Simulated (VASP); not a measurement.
# SnTe (F-43m) in VASP: further runs, part 2 of 2

VASP 6.6.1. The steps go on from the part before.

### Step 3. G0W0 quasiparticle levels, PBE

POSCAR reads:

```
SnTe
1.0
    0.0000000000      3.6111460000      3.6111460000
    3.6111460000      0.0000000000      3.6111460000
    3.6111460000      3.6111460000      0.0000000000
Te Sn
1 1
Direct
    0.2500000000      0.2500000000      0.2500000000
    0.0000000000      0.0000000000      0.0000000000
```

INCAR.step1 reads:

```
PREC = Accurate
ENCUT = 450
EDIFF = 1E-8
ISMEAR = 0
SIGMA = 0.01
LREAL = F
LASPH = T
NELM = 100
ALGO = Fast
LWAVE = T
LCHARG = F
GGA = PE
```

INCAR.step2 reads:

```
PREC = Accurate
ENCUT = 450
EDIFF = 1E-8
ISMEAR = 0
SIGMA = 0.01
LREAL = F
LASPH = T
NELM = 1
ALGO = Exact
LWAVE = T
LCHARG = F
GGA = PE
NBANDS = 123
LOPTICS = T
ISTART = 1
```

INCAR.step3 reads:

```
PREC = Accurate
ENCUT = 450
EDIFF = 1E-8
ISMEAR = 0
SIGMA = 0.01
LREAL = F
LASPH = T
ALGO = EVGW0
LWAVE = F
LCHARG = F
GGA = PE
NELMGW = 1
NBANDS = 123
ENCUTGW = 150
NOMEGA = 48
PRECFOCK = Fast
ISTART = 1
NBANDSGW = 18
```

KPOINTS reads:

```
regular mesh
0
Gamma
  2 2 2
```

Potentials or basis: VASP PAW PBE potentials, release 64 (Te_GW, Sn_d_GW).

Run with:

```bash
cat potpaw_PBE.64/Te_GW/POTCAR potpaw_PBE.64/Sn_d_GW/POTCAR > POTCAR
cp INCAR.step1 INCAR
mpirun -np 1 vasp_std > vasp.out
cp INCAR.step2 INCAR
mpirun -np 1 vasp_std > vasp.out
cp INCAR.step3 INCAR
mpirun -np 1 vasp_std > vasp.out
```

OUTCAR:

```text
PREC = Accurate
   ENCUT = 450
   EDIFF = 1E-8
   ISMEAR = 0
   LREAL = F
   LASPH = T
   GGA = PE
   NELMGW = 1
   ENCUTGW = 150
   PRECFOCK = Fast
   ISTART = 1

 Found      3 irreducible k-points:

 Following reciprocal coordinates:
            Coordinates               Weight
  0.000000  0.000000  0.000000      1.000000
  0.500000  0.000000  0.000000      4.000000
  0.500000  0.500000  0.000000      3.000000
   k-points           NKPTS =      3   k-points in BZ     NKDIM =      8   number of bands    NBANDS=    123
   number of dos      NEDOS =    301   number of ions     NIONS =      2
   total plane-waves  NPLWV =  46656
   dimension x,y,z NGX =    36 NGY =   36 NGZ =   36
   dimension x,y,z NGXF=    72 NGYF=   72 NGZF=   72
   ions per type =               1   1
   NGX,Y,Z   is equivalent  to a cutoff of  11.72, 11.72, 11.72 a.u.
   NGXF,Y,Z  is equivalent  to a cutoff of  23.44, 23.44, 23.44 a.u.
 SYSTEM =  unknown system
   PREC   = accura    normal or accurate (medium, high low for compatibility)
   ISTART =      1    job   : 0-new  1-cont  2-samecut
   ICHARG =      0    charge: 1-file 2-atom 10-const
   ISPIN  =      1    spin polarized calculation?
   LNONCOLLINEAR =      F non collinear calculations
   LSORBIT =      F    spin-orbit coupling
   LASPH  =      T    aspherical Exc in radial PAW
   ENCUT  =  450.0 eV  33.07 Ry    5.75 a.u.   8.83  8.83  8.83*2*pi/ulx,y,z
   NELM   =     60;   NELMIN=  2; NELMDL=  0     # of ELM steps
   EDIFF  = 0.1E-07   stopping-criterion for ELM
   LREAL  =      F    real-space projection
   EDIFFG = 0.1E-06   stopping-criterion for IOM
   NSW    =      0    number of steps for IOM
   IBRION =     -1    ionic relax: 0-MD 1-quasi-New 2-CG
   NFREE  =      0    steps in history (QN), initial steepest desc. (CG)
   ISIF   =      0    stress and relaxation
   ISYM   =      3    0-nonsym 1-usesym 2-fastsym
   POTIM  = 0.5000    time-step for ionic-motion
   TEBEG  =    0.0;   TEEND  =   0.0 temperature during run
   PSTRESS=    0.0 pullay stress
   NELECT =      20.0000    total number of electrons
   NUPDOWN=      -1.0000    fix difference up-down
   EMIN   =  10.00;   EMAX   =-10.00  energy-range for DOS
   EFERMI =   0.00;   METHOD = LEGACY
   ISMEAR =     0;   SIGMA  =   0.01  broadening in eV -4-tet -1-fermi 0-gaus
   EFERMI_NEDOS =   21; number of points for ismear=-14 and -15
   IALGO  =     38    algorithm
   IMIX   =      4    mixing-type and parameters
     AMIX     =   0.40;   BMIX     =  1.00
     AMIX_MAG =   1.60;   BMIX_MAG =  1.00
  volume/ion in A,a.u.               =      47.09       317.78
  Fermi-wavevector in a.u.,A,eV,Ry     =   0.976704  1.845704 12.979296  0.953951
  Thomas-Fermi vector in A             =   2.107344
   LORBIT       =      0    0 simple, 1 ext, 2 COOP (PROOUT), +10 PAW based schemes
   GGA     = PE    functional components
   LHFCALC =     T    Hartree Fock is set to
   PRECFOCK=fast      Normal, Fast or Accurate (Low or Medium for compatibility)
   ENCUT4O =  -1.0   cutoff for four orbital integrals eV
   NKREDX  =     1    reduce k-point grid by
   NKREDY  =     1    reduce k-point grid by
   NKREDZ  =     1    reduce k-point grid by
   AEXX    =    1.0000 exact exchange contribution
   HFSCREEN=    0.0000 screening length (either q_TF or 0.3 A-1)
   HFSCREENC=   0.0000 screening length for correlation (either q_TF or 0.3 A-1)
   ENCUTFOCK=  -1.0 apply spherical cutoff to Coloumb kernel
   IVDW    =     0    specifies the selected vdW correction
   LEPSILON=     F    determine dielectric tensor
   LRPA    =     F    only Hartree local field effects (RPA)
   LRPAFORCE           =     F    calculate RPA forces
   ENCUTGW             = 150.0    cutoff for response function in eV
   ENCUTGWSOFT         = 120.0    soft cutoff for Coulomb kernel in GW response function in eV
   ENCUTLF             =  -1.0    cutoff for local field effects
   NELMGW              =     1    number of iterations in solving QP/BSE equation
   NELMHF              =     1    number of iterations in the inner HF iteration
   NKREDLFX            =     1    NKREDLFY  =   1   NKREDLFZ  =   1
 non-spin polarized calculation
 Gauss-broadening in eV      SIGMA  =   0.01
  energy-cutoff  :      450.00
  volume of cell :       94.18
 maximum number of plane-waves:      2085
 NGX is ok and might be reduce to    36
  NGX = 20; NGY = 20; NGZ = 20
   NGX = 17   NGY = 17   NGZ = 17
 maximum number of plane-waves:       411

 QP shifts <psi_nk| G(iteration)W_0 |psi_nk>: iteration 1
 for sc-GW calculations column KS-energies equals QP-energies in previous step
 and V_xc(KS)=  KS-energies - (<T + V_ion + V_H > + <T+V_H+V_ion>^1  + <V_x>^1)

 k-point   1 :       0.0000    0.0000    0.0000
  band No.  KS-energies  QP-energies   sigma(KS)   V_xc(KS)     V^pw_x(r,r')   Z            occupation Imag(sigma)

      1     -19.3912     -21.8537     -21.3436     -17.5160     -27.0917       0.6434       2.0000       0.5162
      2     -19.3912     -21.8537     -21.3436     -17.5160     -27.0917       0.6434       2.0000       0.5162
      3     -19.3912     -21.8537     -21.3436     -17.5160     -27.0917       0.6434       2.0000       0.5162
      4     -19.3831     -21.8338     -21.3417     -17.5181     -27.0742       0.6410       2.0000       0.5022
      5     -19.3831     -21.8338     -21.3417     -17.5181     -27.0742       0.6410       2.0000       0.5022
      6      -9.0511      -9.1994     -11.0471     -10.7924     -17.0021       0.5822       2.0000       1.0522
[... 10 lines left out ...]
     17      10.0964      10.0071      -6.1414      -6.0194      -1.7165       0.7322       0.0000      -0.4265
     18      10.0964      10.0071      -6.1414      -6.0194      -1.7165       0.7322       0.0000      -0.4265

 k-point   2 :       0.5000    0.0000    0.0000
  band No.  KS-energies  QP-energies   sigma(KS)   V_xc(KS)     V^pw_x(r,r')   Z            occupation Imag(sigma)

      1     -19.3924     -21.8424     -21.3272     -17.5135     -27.0867       0.6424       2.0000       0.5192
      2     -19.3899     -21.8638     -21.3431     -17.5180     -27.0897       0.6467       2.0000       0.5139
      3     -19.3899     -21.8638     -21.3431     -17.5180     -27.0897       0.6467       2.0000       0.5139
      4     -19.3828     -21.8686     -21.3402     -17.5186     -27.0746       0.6505       2.0000       0.5007
      5     -19.3828     -21.8686     -21.3402     -17.5186     -27.0746       0.6505       2.0000       0.5007
      6      -8.5104      -8.7012     -11.3983     -11.0867     -16.9979       0.6126       2.0000       0.9586
[... 10 lines left out ...]
     17       9.3938       9.5283      -7.3612      -7.5447      -2.9196       0.7333       0.0000      -0.3677
     18      10.6741      10.8535      -7.6776      -7.9248      -3.0765       0.7258       0.0000      -0.4103

 k-point   3 :       0.5000    0.5000    0.0000
  band No.  KS-energies  QP-energies   sigma(KS)   V_xc(KS)     V^pw_x(r,r')   Z            occupation Imag(sigma)

      1     -19.3945     -21.8378     -21.3223     -17.5098     -27.0826       0.6409       2.0000       0.5252
      2     -19.3884     -21.8719     -21.3427     -17.5210     -27.0914       0.6498       2.0000       0.5105
      3     -19.3884     -21.8719     -21.3427     -17.5210     -27.0914       0.6498       2.0000       0.5105
      4     -19.3830     -21.8434     -21.3397     -17.5180     -27.0736       0.6438       2.0000       0.5011
      5     -19.3830     -21.8434     -21.3397     -17.5180     -27.0736       0.6438       2.0000       0.5011
      6      -8.2902      -8.5014     -11.5581     -11.2166     -17.0086       0.6185       2.0000       0.9293
[... 10 lines left out ...]
     17      10.7115      10.8730      -7.6643      -7.8897      -3.1825       0.7164       0.0000      -0.3358
     18      11.0314      11.2182      -7.6247      -7.8912      -2.9037       0.7008       0.0000      -0.3702
```

Run time: 92 s. Hardware: 1 thread of Intel Xeon 6975P-C (Granite Rapids), shared host; peak memory 0.64 GiB.

The run converged, but some of its settings lie outside the range that counts as converged, so its numbers aren't taken as properties of the crystal.

Results:

- Band gap on the k mesh, mean-field level: 0.81 eV, direct
- Quasiparticle gap: 1.41 eV
- Least direct quasiparticle gap: 1.41 eV

Caveat: the k mesh is coarse (spacing up to 0.75 Å⁻¹), so the values aren't converged; bands, screening cutoff and mesh are small and nothing is extrapolated, so the quasiparticle values aren't converged; spin-orbit coupling is left out, which moves the levels of the heavy elements.

### Step 4. G0W0 quasiparticle levels, PBE

POSCAR is that of step 3.

INCAR.step1 is that of step 3.

INCAR.step2 is that of step 3.

INCAR.step3: that of step 3 with these lines changed.

```diff
@@ -14,3 +14,3 @@
 ENCUTGW = 150
-NOMEGA = 48
+NOMEGA = 100
 PRECFOCK = Fast
```

KPOINTS is that of step 3.

Potentials or basis: VASP PAW PBE potentials, release 64 (Te_GW, Sn_d_GW).

Run with:

```bash
cat potpaw_PBE.64/Te_GW/POTCAR potpaw_PBE.64/Sn_d_GW/POTCAR > POTCAR
cp INCAR.step1 INCAR
mpirun -np 1 vasp_std > vasp.out
cp INCAR.step2 INCAR
mpirun -np 1 vasp_std > vasp.out
cp INCAR.step3 INCAR
mpirun -np 1 vasp_std > vasp.out
```

OUTCAR:

```text
PREC = Accurate
   ENCUT = 450
   EDIFF = 1E-8
   ISMEAR = 0
   LREAL = F
   LASPH = T
   GGA = PE
   NELMGW = 1
   ENCUTGW = 150
   PRECFOCK = Fast
   ISTART = 1

 Found      3 irreducible k-points:

 Following reciprocal coordinates:
            Coordinates               Weight
  0.000000  0.000000  0.000000      1.000000
  0.500000  0.000000  0.000000      4.000000
  0.500000  0.500000  0.000000      3.000000
   k-points           NKPTS =      3   k-points in BZ     NKDIM =      8   number of bands    NBANDS=    123
   number of dos      NEDOS =    301   number of ions     NIONS =      2
   total plane-waves  NPLWV =  46656
   dimension x,y,z NGX =    36 NGY =   36 NGZ =   36
   dimension x,y,z NGXF=    72 NGYF=   72 NGZF=   72
   ions per type =               1   1
   NGX,Y,Z   is equivalent  to a cutoff of  11.72, 11.72, 11.72 a.u.
   NGXF,Y,Z  is equivalent  to a cutoff of  23.44, 23.44, 23.44 a.u.
 SYSTEM =  unknown system
   PREC   = accura    normal or accurate (medium, high low for compatibility)
   ISTART =      1    job   : 0-new  1-cont  2-samecut
   ICHARG =      0    charge: 1-file 2-atom 10-const
   ISPIN  =      1    spin polarized calculation?
   LNONCOLLINEAR =      F non collinear calculations
   LSORBIT =      F    spin-orbit coupling
   LASPH  =      T    aspherical Exc in radial PAW
   ENCUT  =  450.0 eV  33.07 Ry    5.75 a.u.   8.83  8.83  8.83*2*pi/ulx,y,z
   NELM   =     60;   NELMIN=  2; NELMDL=  0     # of ELM steps
   EDIFF  = 0.1E-07   stopping-criterion for ELM
   LREAL  =      F    real-space projection
   EDIFFG = 0.1E-06   stopping-criterion for IOM
   NSW    =      0    number of steps for IOM
   IBRION =     -1    ionic relax: 0-MD 1-quasi-New 2-CG
   NFREE  =      0    steps in history (QN), initial steepest desc. (CG)
   ISIF   =      0    stress and relaxation
   ISYM   =      3    0-nonsym 1-usesym 2-fastsym
   POTIM  = 0.5000    time-step for ionic-motion
   TEBEG  =    0.0;   TEEND  =   0.0 temperature during run
   PSTRESS=    0.0 pullay stress
   NELECT =      20.0000    total number of electrons
   NUPDOWN=      -1.0000    fix difference up-down
   EMIN   =  10.00;   EMAX   =-10.00  energy-range for DOS
   EFERMI =   0.00;   METHOD = LEGACY
   ISMEAR =     0;   SIGMA  =   0.01  broadening in eV -4-tet -1-fermi 0-gaus
   EFERMI_NEDOS =   21; number of points for ismear=-14 and -15
   IALGO  =     38    algorithm
   IMIX   =      4    mixing-type and parameters
     AMIX     =   0.40;   BMIX     =  1.00
     AMIX_MAG =   1.60;   BMIX_MAG =  1.00
  volume/ion in A,a.u.               =      47.09       317.78
  Fermi-wavevector in a.u.,A,eV,Ry     =   0.976704  1.845704 12.979296  0.953951
  Thomas-Fermi vector in A             =   2.107344
   LORBIT       =      0    0 simple, 1 ext, 2 COOP (PROOUT), +10 PAW based schemes
   GGA     = PE    functional components
   LHFCALC =     T    Hartree Fock is set to
   PRECFOCK=fast      Normal, Fast or Accurate (Low or Medium for compatibility)
   ENCUT4O =  -1.0   cutoff for four orbital integrals eV
   NKREDX  =     1    reduce k-point grid by
   NKREDY  =     1    reduce k-point grid by
   NKREDZ  =     1    reduce k-point grid by
   AEXX    =    1.0000 exact exchange contribution
   HFSCREEN=    0.0000 screening length (either q_TF or 0.3 A-1)
   HFSCREENC=   0.0000 screening length for correlation (either q_TF or 0.3 A-1)
   ENCUTFOCK=  -1.0 apply spherical cutoff to Coloumb kernel
   IVDW    =     0    specifies the selected vdW correction
   LEPSILON=     F    determine dielectric tensor
   LRPA    =     F    only Hartree local field effects (RPA)
   LRPAFORCE           =     F    calculate RPA forces
   ENCUTGW             = 150.0    cutoff for response function in eV
   ENCUTGWSOFT         = 120.0    soft cutoff for Coulomb kernel in GW response function in eV
   ENCUTLF             =  -1.0    cutoff for local field effects
   NELMGW              =     1    number of iterations in solving QP/BSE equation
   NELMHF              =     1    number of iterations in the inner HF iteration
   NKREDLFX            =     1    NKREDLFY  =   1   NKREDLFZ  =   1
 non-spin polarized calculation
 Gauss-broadening in eV      SIGMA  =   0.01
  energy-cutoff  :      450.00
  volume of cell :       94.18
 maximum number of plane-waves:      2085
 NGX is ok and might be reduce to    36
  NGX = 20; NGY = 20; NGZ = 20
   NGX = 17   NGY = 17   NGZ = 17
 maximum number of plane-waves:       411

 QP shifts <psi_nk| G(iteration)W_0 |psi_nk>: iteration 1
 for sc-GW calculations column KS-energies equals QP-energies in previous step
 and V_xc(KS)=  KS-energies - (<T + V_ion + V_H > + <T+V_H+V_ion>^1  + <V_x>^1)

 k-point   1 :       0.0000    0.0000    0.0000
  band No.  KS-energies  QP-energies   sigma(KS)   V_xc(KS)     V^pw_x(r,r')   Z            occupation Imag(sigma)

      1     -19.3912     -22.0519     -21.5503     -17.5160     -27.0917       0.6595       2.0000       0.6906
      2     -19.3912     -22.0519     -21.5503     -17.5160     -27.0917       0.6595       2.0000       0.6906
      3     -19.3912     -22.0519     -21.5503     -17.5160     -27.0917       0.6595       2.0000       0.6906
      4     -19.3831     -22.0856     -21.5699     -17.5181     -27.0742       0.6670       2.0000       0.7073
      5     -19.3831     -22.0856     -21.5699     -17.5181     -27.0742       0.6670       2.0000       0.7073
      6      -9.0511      -9.0916     -10.8676     -10.7924     -17.0021       0.5388       2.0000       0.7897
[... 10 lines left out ...]
     17      10.0964       9.9475      -6.2373      -6.0194      -1.7165       0.6833       0.0000      -0.3302
     18      10.0964       9.9475      -6.2373      -6.0194      -1.7165       0.6833       0.0000      -0.3302

 k-point   2 :       0.5000    0.0000    0.0000
  band No.  KS-energies  QP-energies   sigma(KS)   V_xc(KS)     V^pw_x(r,r')   Z            occupation Imag(sigma)

      1     -19.3924     -22.0229     -21.5253     -17.5135     -27.0867       0.6557       2.0000       0.6929
      2     -19.3899     -22.0705     -21.5487     -17.5180     -27.0897       0.6650       2.0000       0.6914
      3     -19.3899     -22.0705     -21.5487     -17.5180     -27.0897       0.6650       2.0000       0.6914
      4     -19.3828     -22.1197     -21.5636     -17.5186     -27.0746       0.6766       2.0000       0.6985
      5     -19.3828     -22.1197     -21.5636     -17.5186     -27.0746       0.6766       2.0000       0.6985
      6      -8.5104      -8.6071     -11.2497     -11.0867     -16.9979       0.5935       2.0000       0.7510
[... 10 lines left out ...]
     17       9.3938       9.4766      -7.4294      -7.5447      -2.9196       0.7183       0.0000      -0.2895
     18      10.6741      10.8024      -7.7479      -7.9248      -3.0765       0.7249       0.0000      -0.3281

 k-point   3 :       0.5000    0.5000    0.0000
  band No.  KS-energies  QP-energies   sigma(KS)   V_xc(KS)     V^pw_x(r,r')   Z            occupation Imag(sigma)

      1     -19.3945     -22.0307     -21.5251     -17.5098     -27.0826       0.6566       2.0000       0.7019
      2     -19.3884     -22.0805     -21.5484     -17.5210     -27.0914       0.6684       2.0000       0.6901
      3     -19.3884     -22.0805     -21.5484     -17.5210     -27.0914       0.6684       2.0000       0.6901
      4     -19.3830     -22.0906     -21.5666     -17.5180     -27.0736       0.6688       2.0000       0.6996
      5     -19.3830     -22.0906     -21.5666     -17.5180     -27.0736       0.6688       2.0000       0.6996
      6      -8.2902      -8.4360     -11.4611     -11.2166     -17.0086       0.5964       2.0000       0.7262
[... 10 lines left out ...]
     17      10.7115      10.8159      -7.7384      -7.8897      -3.1825       0.6903       0.0000      -0.2335
     18      11.0314      11.1697      -7.6859      -7.8912      -2.9037       0.6736       0.0000      -0.2574
```

Run time: 91 s. Hardware: 1 thread of Intel Xeon 6975P-C (Granite Rapids), shared host; peak memory 0.72 GiB.

The run converged, but some of its settings lie outside the range that counts as converged, so its numbers aren't taken as properties of the crystal.

What came out:

```
Band gap on the k mesh, mean-field level : 0.81 eV, direct
Quasiparticle gap                        : 1.40 eV
Least direct quasiparticle gap           : 1.40 eV
```

Caveat: the k mesh is coarse (spacing up to 0.75 Å⁻¹), so the values aren't converged; bands, screening cutoff and mesh are small and nothing is extrapolated, so the quasiparticle values aren't converged; spin-orbit coupling is left out, which moves the levels of the heavy elements.
